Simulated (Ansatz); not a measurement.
# SiGeO4 (built on the sites of a database entry of SiO2): from the cell to its phonons

Wanted: vibrations and spectra of SiGeO4 (built on the sites of a database entry of SiO2); the cell is already relaxed. After the zone centre comes a 2×2×2 q mesh on a 4×4×4 k mesh.

Calculated with Ansatz 0.2.0; DFT PBEsol, scalar-relativistic, plane waves, PseudoDojo norm-conserving pseudopotentials.

The structure was built from a prototype and need not be the compound's stable phase.

**1. Starting point**

The structure is cubic, space group F-43m (No. 216). Conventional cell: a = 7.676 Å, b = 7.676 Å, c = 7.676 Å, α = 90.00°, β = 90.00°, γ = 90.00°. Nearest to Si lie 4 O at 1.61 Å. Ge has 4 O at 1.72 Å nearest. O has 1 Si at 1.61 Å and 1 Ge at 1.72 Å nearest. Farther neighbours and most contacts between anions are not listed.

**2. Modes at Γ**

The cell comes from relaxations at this level that are not shown. The zone centre comes first: it holds the modes that light can see, as far as symmetry allows. The response to a homogeneous field gives the Born charges and the dielectric tensor, and its change with displacement the Raman tensors.

The input, input.yaml:

```yaml
crystal:
  lattice:
    - [0.0, 3.8379174859, 3.8379174859]
    - [3.8379174859, 0.0, 3.8379174859]
    - [3.8379174859, 3.8379174859, 0.0]
  atoms:
    - { symbol: Si, position: [0.0, 0.0, 0.0] }
    - { symbol: Ge, position: [0.25, 0.25, 0.25] }
    - { symbol: O, position: [0.1209006003, 0.1209006003, 0.1209006003] }
    - { symbol: O, position: [0.6372981992, 0.1209006003, 0.1209006003] }
    - { symbol: O, position: [0.1209006003, 0.1209006003, 0.6372981992] }
    - { symbol: O, position: [0.1209006003, 0.6372981992, 0.1209006003] }
kpoints:
  mp_grid: { grid: [4, 4, 4] }
hamiltonian:
  xc: pbesol
  pseudopotentials: { kind: nc, accuracy: standard }
scf:
  occupations: { method: fixed }
output:
  eigenvalues: true
phonons:
  method: dfpt
  dielectric: true
  rigid_motions: translations
  raman: true
```

On the command line:

```bash
> ansatz run input.yaml --threads 8 --pin off --max-ram 14336MiB --backend cpu --events-out ev --progress --plain --runs-dir out
```

Numbers of over 12 decimals in the logs are rounded to 6 here.

The program printed:

```text
Engine: ansatz 0.2.0, x86_64-unknown-linux-gnu
Pseudopotentials: kind: nc
Pseudopotential: Si, nc, valence charge 4, recommended cutoff 489.804952 eV (normal), Si.nc.azcp (PseudoDojo's, or run here from an input of PseudoDojo's; its table is named by hamiltonian.pseudopotentials.accuracy)
Pseudopotential: Ge, nc, valence charge 14, recommended cutoff 1061.244064 eV (normal), Ge.nc.azcp (PseudoDojo's, or run here from an input of PseudoDojo's; its table is named by hamiltonian.pseudopotentials.accuracy)
Pseudopotential: O, nc, valence charge 6, recommended cutoff 1142.878222 eV (normal), O.nc.azcp (PseudoDojo's, or run here from an input of PseudoDojo's; its table is named by hamiltonian.pseudopotentials.accuracy)
Functional definition: PBEsol
  exchange = pbesol_x
  correlation = pbesol_c
Crystal: 6 atoms, lattice volume = 113.062 Å³
Basis set: ecut = 1142.878222 eV, 9841 PW (Γ), exchange–correlation on 120×120×120 points (8 copies of the dense FFT grid, shifted against one another)
Bands: 27, of which v1, the nominal top of the filled ones, is band 21 counted from 1 (20 counted from 0)
Symmetry: 24 space group operations
k-points: 24 of 64 (irreducible under 2 space group operations, time reversal used)
Non-local potential: Si, projectors of the file, l = 0: 2, l = 1: 2, l = 2: 2
Non-local potential: Ge, projectors of the file, l = 0: 2, l = 1: 2, l = 2: 2
Non-local potential: O, projectors of the file, l = 0: 2, l = 1: 2, l = 2: 1
Initial density: superposition of atomic densities (chi_scale 0.1, normalization cell, long waves kept (reshape's long-wave potential 0.07 eV rms))
Initial wavefunctions: pseudopotential atomic-orbital guess
Functional: x = pbesol(κ = 0.804, μ = 0.123457), c = pbesol(β = 0.046)
SCF iter   1: F=—  HF=-4343.577101 eV  |F-HF|=—  |Δ(HF+E_count)|=         —  Δρ=9.28e-2  dr2=8.14e0  ethr=3.10e-3  ⟨swp⟩=5.0  Hψ=2872  notcnv=0  defer=85
preconditioner: auto → none  [insulator: Δε(μ)=5.043 eV  Ē_g=20.695 eV  n_scr=14 (ndim 8)  ℏωp=22.6 eV  f_vac=0.302  ε∞_Penn≈2.2]
SCF iter   2: F=—  HF=-4341.176249 eV  |F-HF|=—  |Δ(HF+E_count)|=    2.40e0  Δρ=4.42e-2  dr2=9.06e-1  ethr=3.10e-3  ⟨swp⟩=3.8  Hψ=1818  notcnv=0  defer=81
SCF iter   3: F=—  HF=-4340.946478 eV  |F-HF|=—  |Δ(HF+E_count)|=   2.30e-1  Δρ=1.44e-2  dr2=1.13e-1  ethr=2.16e-3  ⟨swp⟩=2.0  Hψ=1008  notcnv=0  defer=94
SCF iter   4: F=—  HF=-4340.935154 eV  |F-HF|=—  |Δ(HF+E_count)|=   1.13e-2  Δρ=4.24e-3  dr2=1.05e-2  ethr=2.70e-4  ⟨swp⟩=2.2  Hψ=1149  notcnv=0  defer=96
SCF iter   5: F=—  HF=-4340.933907 eV  |F-HF|=—  |Δ(HF+E_count)|=   1.25e-3  Δρ=8.04e-4  dr2=3.62e-4  ethr=2.50e-5  ⟨swp⟩=3.3  Hψ=1254  notcnv=0  defer=96
SCF iter   6: F=—  HF=-4340.933968 eV  |F-HF|=—  |Δ(HF+E_count)|=   6.07e-5  Δρ=1.46e-4  dr2=6.59e-6  ethr=8.63e-7  ⟨swp⟩=2.2  Hψ=1015  notcnv=0  defer=96
SCF iter   7: F=—  HF=-4340.933985 eV  |F-HF|=—  |Δ(HF+E_count)|=   1.68e-5  Δρ=3.12e-5  dr2=4.89e-7  ethr=1.57e-8  ⟨swp⟩=2.0  Hψ=1014  notcnv=0  defer=96
SCF iter   8: F=—  HF=-4340.933746 eV  |F-HF|=—  |Δ(HF+E_count)|=   2.39e-4  Δρ=5.81e-6  dr2=1.75e-8  ethr=1.16e-9  ⟨swp⟩=2.4  Hψ=1051  notcnv=0  defer=89
SCF iter   9: F=—  HF=-4340.933746 eV  |F-HF|=—  |Δ(HF+E_count)|=   2.00e-9  Δρ=6.44e-7  dr2=1.67e-10  ethr=4.17e-11  ⟨swp⟩=2.0  Hψ=1109  notcnv=0  defer=89
SCF iter  10: F=-4340.933746 eV  HF=-4340.933746 eV  |F-HF|=1.82e-12  |Δ(HF+E_count)|=  2.64e-11  Δρ=1.03e-7  dr2=3.64e-12  ethr=1.00e-12  ⟨swp⟩=16.8  Hψ=4904  notcnv=0
SCF 1 converged in 10 iterations: F = -4340.933746 eV  dr2 = 3.64e-12
NSCF: frozen V_eff on 1 k-points
DFPT response loops at Γ: preconditioner auto → none (the input reference at scf.mixing.eps_inf says where Resta's filter doesn't serve); β = 0.50; Broyden in place of MSR1
── the response to a field inside a basis, on 4×4×4 k-points: an SCF that follows is theirs, and a resumed run solves both again ──
Bands: 22, of which v1, the nominal top of the filled ones, is band 21 counted from 1 (20 counted from 0)
k-points: 10 of 64 (irreducible under 6 space group operations, time reversal used)
Initial density: handed on by an earlier stage of this run
Initial wavefunctions: pseudopotential atomic-orbital guess (no wavefunctions were taken with the density)
Eigensolver: Dense (10 Hₖ)
SCF iter   1: F=—  HF=-4340.916472 eV  |F-HF|=—  |Δ(HF+E_count)|=         —  Δρ=1.45e-4  dr2=1.69e-6  ethr=1.00e-1
preconditioner: auto → none  [insulator: Δε(μ)=4.536 eV  Ē_g=16.737 eV  n_scr=14 (ndim 8)  ℏωp=22.6 eV  f_vac=0.381  ε∞_Penn≈2.8]
SCF iter   2: F=—  HF=-4340.916475 eV  |F-HF|=—  |Δ(HF+E_count)|=   2.65e-6  Δρ=7.22e-5  dr2=4.02e-7  ethr=4.01e-9
SCF iter   3: F=—  HF=-4340.916476 eV  |F-HF|=—  |Δ(HF+E_count)|=   9.45e-7  Δρ=3.55e-6  dr2=7.77e-9  ethr=9.58e-10
SCF iter   4: F=—  HF=-4340.916476 eV  |F-HF|=—  |Δ(HF+E_count)|=   1.51e-9  Δρ=1.15e-6  dr2=8.52e-10  ethr=1.85e-11
SCF iter   5: F=-4340.916476 eV  HF=-4340.916476 eV  |F-HF|=1.18e-11  |Δ(HF+E_count)|=  4.91e-11  Δρ=3.35e-7  dr2=4.09e-11  ethr=2.03e-12
SCF 1 converged in 5 iterations: F = -4340.916476 eV  dr2 = 4.09e-11
DFPT response loops at Γ: mixed as the last ones told, above
DFPT response loops at Γ: mixed as the last ones told, above
SCF converged after 10 iterations
Free energy (F): -4340.933746 eV
Harris-Foulkes:  -4340.933746 eV  (|F-HF|=1.82e-12)
Internal energy: -4340.933746 eV  (E = F + TS)
E sigma→0 (E₀):  -4340.933746 eV
Fermi energy:    0.223977 eV
--- Per-component energies (eV) ---
  E_band       = -441.278532
  E_kinetic    = 3123.477332
  E_local      = -5456.542006  (includes V_loc(G=0)·N_el)
  E_nonlocal   = -1588.351388
  E_hartree    = 2217.259607
  E_xc         = -1086.764842
  E_vxc        = -954.381737  (∫ρ·V_xc dr)
  E_ewald      = -1550.012449
  E_smearing   = -0.000000  (= −TS)
  E_closure    = -0.000000  (closes the sum)
  Σ components = -4340.933746   (vs F -4340.933746, Δ=0.00e0)
--- Band table (eV; the first three rows and the last of 24) ---
  k-point 0: bands = [... 17 lower, -1.3482, 0.2194, 0.2194, 0.2194, 4.5342, 7.3401, 8.5999, 8.5999, ... 2 higher]
  k-point 1: bands = [... 17 lower, -1.3861, -0.1228, -0.1228, 0.2217, 5.2831, 7.7235, 8.9353, 9.1934, ... 2 higher]
  k-point 2: bands = [... 17 lower, -1.4950, -0.4571, -0.4571, 0.2240, 6.0322, 8.1405, 8.8899, 9.9328, ... 2 higher]
  k-point 23: bands = [... 17 lower, -1.4950, -0.4571, -0.4571, 0.2240, 6.0322, 8.1405, 8.8899, 9.9328, ... 2 higher]
--- Phonons (Γ-DFPT): 3 representative perturbations + reference, on 24 of 64 k-points (Σ response iterations 11) ---
  k mesh reduced under 2 symmetry operations, with k and −k counted as one. Each operation leaves every solved perturbation unchanged. A smaller set is not considered because the run solves the response to a homogeneous field
  ASR residual: 1.408e-4 → 0.000e0 eV/Å²; symmetrization residual: 6.873e-6 eV/Å²
  ASR residual per site (eV/Å²): 1.75e-5 6.64e-7 1.41e-4 1.41e-4 1.41e-4 1.41e-4
  Γ frequencies (cm⁻¹): -124.44 -124.44 -124.44 0.00 0.00 0.00 281.30 281.30 293.45 293.45 293.45 587.26 587.26 587.26 1050.61 1050.61 1050.61 1144.94
  ε∞ (high-frequency dielectric tensor):
        2.181542    -0.000000    -0.000000
       -0.000000     2.181542     0.000000
       -0.000000     0.000000     2.181542
  softest optical mode at Γ: -124.44 cm⁻¹; the repairs (sum rule, projections) moved no ω² at Γ by more than (2.17 cm⁻¹)²
  Born effective charges Z* (e; rows j = field, columns β = displacement):
    site 0:
         3.64100    0.00000   -0.00000
         0.00000    3.64100   -0.00000
         0.00000   -0.00000    3.64100
    site 1:
         3.54449    0.00000   -0.00000
         0.00000    3.54449   -0.00000
         0.00000   -0.00000    3.54449
    site 2:
        -1.79637   -0.82215   -0.82215
        -0.82215   -1.79637   -0.82215
        -0.82215   -0.82215   -1.79637
    site 3:
        -1.79637    0.82215    0.82215
         0.82215   -1.79637   -0.82215
         0.82215   -0.82215   -1.79637
    site 4:
        -1.79637   -0.82215    0.82215
        -0.82215   -1.79637    0.82215
         0.82215    0.82215   -1.79637
    site 5:
        -1.79637    0.82215   -0.82215
         0.82215   -1.79637    0.82215
        -0.82215    0.82215   -1.79637
  Z* charge neutrality: 8.555e-4 e pre-enforcement
  solved inside a basis spanned on kpoints, on 4×4×4 k-points: ε∞ is read to err by 3.8e-3, Z* by 1.5e-2 e (field_mesh: kpoints solves on kpoints); Z* is corrected for what the basis lacks
  Raman tensors (in the event stream and the table raman_tensors.tsv): an entry may err by 2.9e-3 Å², one of the second-order susceptibility by 9.5e-4 pm/V (basis, points and sum rule); their sum over the sites missed zero by 2.152e-4 Å² ahead of its enforcement
  optical modes at Γ without the LO–TO term, one row a degenerate level:
      ω (cm⁻¹)  modes    IR ((D/Å)²/amu)  static Raman (Å⁴/amu)  depolarisation
       -124.44      3             0.0000                 0.0000               —
        281.30      2             0.0000                 2.4700           0.750
        293.45      3            21.7783                 3.7411           0.750
        587.26      3             0.6762                12.7641           0.750
       1050.61      3           101.4199                 2.2277           0.750
       1144.94      1             0.0000                 4.8475           0.000
  optical modes at Γ + LO–TO along q̂ = [1.0000, 0.0000, 0.0000]:
      ω (cm⁻¹)  modes    IR ((D/Å)²/amu)  static Raman (Å⁴/amu)  depolarisation
       -124.44      3             0.0000                 0.0000               —
        281.30      2             0.0000                 2.4700           0.750
        293.45      2            14.5189                 2.4941           0.750
        366.07      1             4.1717                 0.5241           0.750
        587.26      2             0.4508                 8.5094           0.750
        588.71      1             0.1715                 4.1417           0.750
       1050.61      2            67.6133                 1.4851           0.750
       1144.94      1             0.0000                 4.8475           0.000
       1187.95      1            36.9483                 0.1539           0.750
  optical modes at Γ + LO–TO along q̂ = [0.0000, 1.0000, 0.0000]:
      ω (cm⁻¹)  modes    IR ((D/Å)²/amu)  static Raman (Å⁴/amu)  depolarisation
       -124.44      3             0.0000                 0.0000               —
        281.30      2             0.0000                 2.4700           0.750
        293.45      2            14.5189                 2.4941           0.750
        366.07      1             4.1717                 0.5241           0.750
        587.26      2             0.4508                 8.5094           0.750
        588.71      1             0.1715                 4.1417           0.750
       1050.61      2            67.6133                 1.4851           0.750
       1144.94      1             0.0000                 4.8475           0.000
       1187.95      1            36.9483                 0.1539           0.750
  optical modes at Γ + LO–TO along q̂ = [0.0000, 0.0000, 1.0000]:
      ω (cm⁻¹)  modes    IR ((D/Å)²/amu)  static Raman (Å⁴/amu)  depolarisation
       -124.44      3             0.0000                 0.0000               —
        281.30      2             0.0000                 2.4700           0.750
        293.45      2            14.5189                 2.4941           0.750
        366.07      1             4.1717                 0.5241           0.750
        587.26      2             0.4508                 8.5094           0.750
        588.71      1             0.1715                 4.1417           0.750
       1050.61      2            67.6133                 1.4851           0.750
       1144.94      1             0.0000                 4.8475           0.000
       1187.95      1            36.9483                 0.1539           0.750
```

Wall time 72 s (8 threads of AMD EPYC 9R45, shared host); peak memory 2.9 GiB.

In the SCF lines HF is the Harris–Foulkes energy and dr2 the Hartree energy of the density residual, in eV; the loop may stop once dr2 is under the threshold and the program's other checks hold. Hψ counts applications of the Hamiltonian.

A gap read on the k-mesh alone can miss the band edges.

Numbers from this step:

| Quantity | Value |
| --- | --- |
| gap on the k-mesh | 4.310 eV |
| volume per atom | 18.84 Å³ |
| sum-rule residual before enforcement | 1.41e-4 eV/Å² |
| miss of the charge sum rule | 8.55e-4 e |
| estimated error of the dielectric tensor | 0.003761 |
| estimated error of the Born charges | 0.01529 e |
| point group | -43m |
| highest optical mode at the zone centre (no LO-TO term) | 1145 cm⁻¹ |
| lowest optical zone-centre mode | -124.4 cm⁻¹ |
| mean high-frequency dielectric constant | 2.182 |
| largest Born charge (third of the trace) | 3.641 e |
| top of the zone-centre spectrum with the field | 1188 cm⁻¹ |

Without the LO-TO term. Patterns of degenerate modes are one choice out of their space. Modes at Γ, with each element's share of the kinetic energy (negative means imaginary):

| mode | frequency (cm⁻¹) | symmetry | Si % | Ge % | O % |
| --- | --- | --- | --- | --- | --- |
| 1 | -124.4 | T1 | 0 | 0 | 100 |
| 2 | -124.4 | T1 | 0 | 0 | 100 |
| 3 | -124.4 | T1 | 0 | 0 | 100 |
| 4 | 0.0 | acoustic | 17 | 44 | 39 |
| 5 | 0.0 | acoustic | 17 | 44 | 39 |
| 6 | 0.0 | acoustic | 17 | 44 | 39 |
| 7 | 281.3 | E | 0 | 0 | 100 |
| 8 | 281.3 | E | 0 | 0 | 100 |
| 9 | 293.4 | T2 | 2 | 26 | 72 |
| 10 | 293.4 | T2 | 2 | 26 | 72 |
| 11 | 293.4 | T2 | 2 | 26 | 72 |
| 12 | 587.3 | T2 | 62 | 27 | 11 |
| 13 | 587.3 | T2 | 62 | 27 | 11 |
| 14 | 587.3 | T2 | 62 | 27 | 11 |
| 15 | 1050.6 | T2 | 19 | 2 | 79 |
| 16 | 1050.6 | T2 | 19 | 2 | 79 |
| 17 | 1050.6 | T2 | 19 | 2 | 79 |
| 18 | 1144.9 | A1 | 0 | 0 | 100 |

Displacements in mode 1 (-124.4 cm⁻¹), the largest set to 1:
```
Si1  0.00  0.00  0.00
Ge2  0.00  0.00  0.00
O3   0.48 -0.87  0.39
O4  -0.48  0.52 -1.00
O5   0.13 -0.52 -0.39
O6  -0.13  0.87  1.00
```

Displacements in mode 17 (1050.6 cm⁻¹), the largest set to 1:
```
Si1  0.00  1.00 -0.06
Ge2  0.00  0.21 -0.01
O3  -0.76 -0.63 -0.77
O4   0.76 -0.63 -0.77
O5  -0.87 -0.73  0.86
O6   0.87 -0.73  0.86
```

Optical modes at the zone centre, without and with the macroscopic field of the longitudinal modes; each column is sorted by frequency, so a row need not hold one and the same mode. Modes with and without the field, by row:

| rank among optical modes | no field (cm⁻¹) | q along (1, 0, 0) (cm⁻¹) |
| --- | --- | --- |
| 1 | -124.4 | -124.4 |
| 2 | -124.4 | -124.4 |
| 3 | -124.4 | -124.4 |
| 4 | 281.3 | 281.3 |
| 5 | 281.3 | 281.3 |
| 6 | 293.4 | 293.4 |
| 7 | 293.4 | 293.4 |
| 8 | 293.4 | 366.1 |
| 9 | 587.3 | 587.3 |
| 10 | 587.3 | 587.3 |
| 11 | 587.3 | 588.7 |
| 12 | 1051 | 1051 |
| 13 | 1051 | 1051 |
| 14 | 1051 | 1145 |
| 15 | 1145 | 1188 |

Born charge (rows field, columns displacement) (e), principal values of the symmetric part by kind of site:

| atom | atoms with these values | low | middle | high | mean |
| --- | --- | --- | --- | --- | --- |
| Si1 | 1 | 3.64 | 3.64 | 3.64 | 3.64 |
| Ge2 | 1 | 3.54 | 3.54 | 3.54 | 3.54 |
| O3 | 4 | -3.44 | -0.97 | -0.97 | -1.80 |

In full for Si1:

```
3.64 0.00 0.00
0.00 3.64 0.00
0.00 0.00 3.64
```

High-frequency dielectric tensor:

```
2.18 0.00 0.00
0.00 2.18 0.00
0.00 0.00 2.18
```

Transverse modes; imaginary modes are left out. Infrared lines, with heights relative to the strongest:

| position (cm⁻¹) | label | relative intensity |
| --- | --- | --- |
| 281 | E | 0.0 |
| 294 | T2 | 21 |
| 587 | T2 | 0.7 |
| 1051 | T2 | 100 |
| 1145 | A1 | 0.0 |

Activity x (w_L - w)^4 (n + 1)/w, 532 nm, 300 K; imaginary modes are left out; modes without the macroscopic field alone. Lines of the Raman spectrum (strongest = 100):

| position (cm⁻¹) | label | relative intensity |
| --- | --- | --- |
| 281 | E | 55 |
| 294 | T2 | 78 |
| 587 | T2 | 100 |
| 1051 | T2 | 8.3 |
| 1145 | A1 | 16 |

Static second-order susceptibility (pm/V), twice the coefficient d of second-harmonic generation. Second order susceptibility, by row:

| field along | xx | yy | zz | yz | xz | xy |
| --- | --- | --- | --- | --- | --- | --- |
| x | 0 | 0 | 0 | -0.83 | 0 | 0 |
| y | 0 | 0 | 0 | 0 | -0.83 | 0 |
| z | 0 | 0 | 0 | 0 | 0 | -0.83 |

Before it was imposed, the acoustic sum rule was missed by 1.4e-4 eV/Å² and the charge sum rule by 8.6e-4 e. Small misses are needed for a sound result but don't prove that mesh and cutoff are converged. The lowest optical mode is imaginary, 124.4i cm⁻¹, so the energy falls along it.

[end of part 1 of 2]

[Logs are printed without paths, hosts, clocks, repeated set-up lines and the standing remarks that a program may print on its own settings, such as how far it seeks lower states.]

[Hosts, paths, dates, database ids (printed as entryN), source tags and the programs' standing remarks are cut or masked in the printed files.]
